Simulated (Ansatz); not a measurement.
# Mercury, alpha-Hg (rhombohedral) under PBE: how the plane-wave cutoff moves the result

Aim: find which plane-wave cutoff is enough for energy and pressure. The geometry was relaxed under PBE beforehand and stays fixed; 9 values are run, from 150 to 800 eV. Wanted are the values from which on the energy stays within 10 and 1 meV/atom, and the pressure within 0.5 GPa, of the last run. Within the series other settings stay, but some runs also write fields, which adds to their time. Spin polarisation is left out.

Method: DFT PBE, plane waves with PAW, scalar-relativistic, in Ansatz 0.2.0.

**1. The structure to begin with**

The structure is trigonal, space group R-3m (No. 166). Conventional cell: a = 4.157 Å, b = 4.157 Å, c = 5.924 Å, α = 90.00°, β = 90.00°, γ = 120.00°. Hg (site symmetry -3m) is surrounded by 6 Hg at 3.11 Å.

As a file:

```
CELL_PARAMETERS angstrom
2.07840 1.19996 1.97474
-2.07840 1.19996 1.97474
0.00000 -2.39993 1.97474
ATOMIC_POSITIONS crystal
Hg 0.00000 0.00000 0.00000
```

**2. A run at the usual settings, for scale**

The input, input.yaml:

```yaml
crystal:
  lattice:
    - [2.0783995336, 1.1999645302, 1.9747385792]
    - [-2.0783995336, 1.1999645302, 1.9747385792]
    - [0.0, -2.3999290604, 1.9747385791]
  atoms:
    - { symbol: Hg, position: [0.0, 1.0, 0.0] }
hamiltonian:
  xc: pbe
  pseudopotentials:
    kind: paw
    azcp:
      Hg: "pseudopotentials/Hg.paw.azcp"
basis:
  ecutwfc: 420
  fft_grid_basis: typed
kpoints:
  mp_grid: { grid: [17, 17, 17], shift: [0, 0, 0] }
magnetization:
  spin_polarized: false
scf:
  occupations: { method: fermi_dirac, width: 0.1 }
  lower_state_search: "off"
output:
  stress: true
  write_density: true
  write_potential: true
  elf: true
  volumetric_format: npy
```

Started as:

```console
$ ansatz run input.yaml --threads 1 --pin off --max-ram 3584MiB --backend cpu --events-out ev --progress --plain --runs-dir out
```

**3. Cutoff 150 eV**

The run at 150 eV.

Edit input.yaml of step 2 so:

```diff
@@ -14,6 +14,6 @@
 basis:
-  ecutwfc: 420
+  ecutwfc: 150
   fft_grid_basis: typed
 kpoints:
-  mp_grid: { grid: [17, 17, 17], shift: [0, 0, 0] }
+  mp_grid: { grid: [10, 10, 10], shift: [0, 0, 0] }
 magnetization:
@@ -25,5 +25 @@
   stress: true
-  write_density: true
-  write_potential: true
-  elf: true
-  volumetric_format: npy
```

**4. Cutoff 200 eV**

The run at 200 eV.

Edit input.yaml of step 3 so:

```diff
@@ -14,3 +14,3 @@
 basis:
-  ecutwfc: 150
+  ecutwfc: 200
   fft_grid_basis: typed
```

**5. Cutoff 250 eV**

The run at 250 eV.

Edit input.yaml of step 4 so:

```diff
@@ -14,3 +14,3 @@
 basis:
-  ecutwfc: 200
+  ecutwfc: 250
   fft_grid_basis: typed
```

**6. Cutoff 300 eV**

The run at 300 eV.

Edit input.yaml of step 5 so:

```diff
@@ -14,3 +14,3 @@
 basis:
-  ecutwfc: 250
+  ecutwfc: 300
   fft_grid_basis: typed
```

**7. Cutoff 350 eV**

The run at 350 eV.

Edit input.yaml of step 6 so:

```diff
@@ -14,3 +14,3 @@
 basis:
-  ecutwfc: 300
+  ecutwfc: 350
   fft_grid_basis: typed
```

**8. Cutoff 420 eV**

The run at 420 eV.

Edit input.yaml of step 7 so:

```diff
@@ -14,3 +14,3 @@
 basis:
-  ecutwfc: 350
+  ecutwfc: 420
   fft_grid_basis: typed
```

**9. Cutoff 500 eV**

The run at 500 eV.

Edit input.yaml of step 8 so:

```diff
@@ -14,3 +14,3 @@
 basis:
-  ecutwfc: 420
+  ecutwfc: 500
   fft_grid_basis: typed
@@ -25 +25,5 @@
   stress: true
+  write_density: true
+  write_potential: true
+  elf: true
+  volumetric_format: npy
```

**10. Cutoff 600 eV**

The run at 600 eV.

Edit input.yaml of step 9 so:

```diff
@@ -14,3 +14,3 @@
 basis:
-  ecutwfc: 500
+  ecutwfc: 600
   fft_grid_basis: typed
@@ -25,5 +25 @@
   stress: true
-  write_density: true
-  write_potential: true
-  elf: true
-  volumetric_format: npy
```

**11. Cutoff 800 eV**

The run at 800 eV.

Edit input.yaml of step 10 so:

```diff
@@ -14,3 +14,3 @@
 basis:
-  ecutwfc: 600
+  ecutwfc: 800
   fft_grid_basis: typed
```

(Steps that only read results are left out.)

What does the calculation give?

The runs gave:

| quantity | value |
| --- | --- |
| E(σ → 0) stays within 10 meV/atom of 800 eV | from 350 eV on |
| E(σ → 0) stays within 1 meV/atom | from 500 eV on |
| pressure stays within 0.5 GPa | from 250 eV on |
| pressure at 800 eV | -0.08 GPa |
| CPU time, dearest over cheapest | 4.4 |
| run at the usual settings (mesh 17×17×17 against the series' 10×10×10, 420 eV) | +9.9 meV/atom from 800 eV, 0.02 GPa |

What this shows: At 150 eV the energy differs by +58163 meV/atom and the pressure by -14.2 GPa. The energy falls at each step up in cutoff, as the variational principle asks. Total energies within 1 meV/atom need 500 eV; differences between like structures often settle sooner.
